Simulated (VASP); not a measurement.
Write the native input for VASP 6.6.1 that does the following.

```yaml
Task: single point
Functional: r2SCAN
Potentials_or_basis: VASP PAW PBE potentials, release 64 (Ti_sv, O)
Cutoff: 520 eV
k_mesh: 7 × 7 × 7
Occupations: gaussian, width 0.05 eV
Spin: collinear spin, ferromagnetic start
Starting_moments: "[1.0, 0.0] μB"
Hubbard_terms: Ti d U = 4 eV
Further_INCAR_settings: ALGO = Normal; EDIFF = 1e-07
```

The structure of TiO lies in POSCAR:

```
TiO
1.0
    2.7083400800      0.0000000000      0.0000000000
    0.0000000000      2.7083400800      0.0000000000
    0.0000000000      0.0000000000      2.7083400800
Ti O
1 1
Direct
    0.0000000000      0.0000000000      0.0000000000
    0.5000000000      0.5000000000      0.5000000000
```

The cell comes from a database or a generator and needn't be the stable form of this composition.

These files were run (other wordings do the same):

INCAR

```
  ALGO = Normal
  EDIFF = 1E-7
  ENCUT = 520
  ISIF = 2
  ISMEAR = 0
  ISPIN = 2
  LASPH = T
  LCHARG = F
  LDAU = T
  LDAUJ = 0 0
  LDAUL = 2 -1
  LDAUPRINT = 1
  LDAUTYPE = 2
  LDAUU = 4 0
  LMAXMIX = 4
  LMIXTAU = T
  LORBIT = 11
  LREAL = F
  LWAVE = F
  MAGMOM = 1 0
  METAGGA = R2SCAN
  NELM = 60
  PREC = Accurate
  SIGMA = 0.05
```

KPOINTS

```
k-points
0
Gamma
  7 7 7
```

Potentials or basis: VASP PAW PBE potentials, release 64 (Ti_sv, O).

Launch:

```console
$ cat potpaw_PBE.64/Ti_sv/POTCAR potpaw_PBE.64/O/POTCAR > POTCAR
$ mpirun -np 1 vasp_std > vasp.out
```

It gave:

- Pressure: -8.5 GPa
- Band gap on the k mesh: none (metal or under the smearing width)
- Net moment: 0.22 μB per cell
- Site moments: Ti +0.18; O +0.01 μB
- Valence electrons inside the program's atomic spheres: Ti 10.22; O 5.05

Caveat: the PAW data sets were made with another functional, which shifts forces and pressure a little.

Wall time 120 s on 1 thread of Intel(R) Xeon(R) Platinum 8259CL CPU @ 2.50GHz (Skylake/Cascade Lake), with other jobs on the host, peak memory 0.14 GiB.
